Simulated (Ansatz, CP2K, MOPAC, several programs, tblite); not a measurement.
Energy against volume for wurtzite SnSe, at fixed shape and fractional coordinates, computed by several methods (PBE and r2SCAN, where shown, with plane waves in Ansatz); the cell shown is that of r2SCAN. With free coordinates or axes held, a curve is too stiff, and on another method's shape its minimum isn't the method's own volume. The symmetry is P6_3mc (No. 186, hexagonal); conventional cell a = 5.075 Å, c = 6.174 Å, 34.42 Å³ an atom. Around Sn lie 5 Se at 2.80–3.38 Å; around Se lie 5 Sn at 2.80–3.38 Å. (Calculated; spin-unpolarised; the phase may be known or hypothetical.) Energies count from each curve's lowest point; fits are third-order Birch-Murnaghan.

```
Sn Se
1.0
     5.07478    0.00000    0.00000
    -2.53739    4.39489    0.00000
     0.00000    0.00000    6.17368
Sn Se
2 2
Direct
  0.33333 0.66667 0.96086
  0.66667 0.33333 0.46086
  0.33333 0.66667 0.41414
  0.66667 0.33333 0.91414
```

Task: r2SCAN, on the shape of its own relaxed cell, gives

| V (Å³/atom) | E (meV/atom) |
| --- | --- |
| 32.358 | 16.69 |
| 33.390 | 3.96 |
| 34.423 | 0.00 |
| 35.456 | 3.57 |
| 36.488 | 13.60 |

What equilibrium volume and bulk modulus follow?

Result: V₀ = 34.42 Å³ an atom and B₀ = 39 GPa.

Task: PBE/DZVP (CP2K), on the shape of the cell shown, gives
```csv
V (Å³/atom),E (meV/atom)
30.292,115.07
32.358,37.19
34.423,2.61
36.488,0.00
38.554,21.06
```
What equilibrium volume and bulk modulus follow?

Result: V₀ = 35.63 Å³ an atom and B₀ = 36 GPa.

PM7 (MOPAC), on the shape of the cell shown, as a cluster of 32 atoms at the zone centre:
```csv
V (Å³/atom),E (meV/atom)
30.292,0.00
32.358,184.10
34.423,388.73
36.488,606.83
38.554,829.11
```
The lowest point is an end point, so the minimum isn't bracketed.

GFN1-xTB (tblite), on the shape of the cell shown, as a cluster of 32 atoms at the zone centre:
```tsv
V (Å³/atom)	E (meV/atom)
30.292	0.00
32.358	74.32
34.423	184.35
36.488	315.82
38.554	474.85
```
The lowest point is an end point, so the minimum isn't bracketed.

light PBE (260 eV, its own mesh), on the shape of the cell shown:
```csv
V (Å³/atom),E (meV/atom)
31.669,63.68
33.046,25.11
34.423,11.72
35.800,5.13
37.177,0.00
38.554,15.56
```
The points scatter about a smooth fit, as a low cutoff and a light mesh can make them, so no fit is quoted.
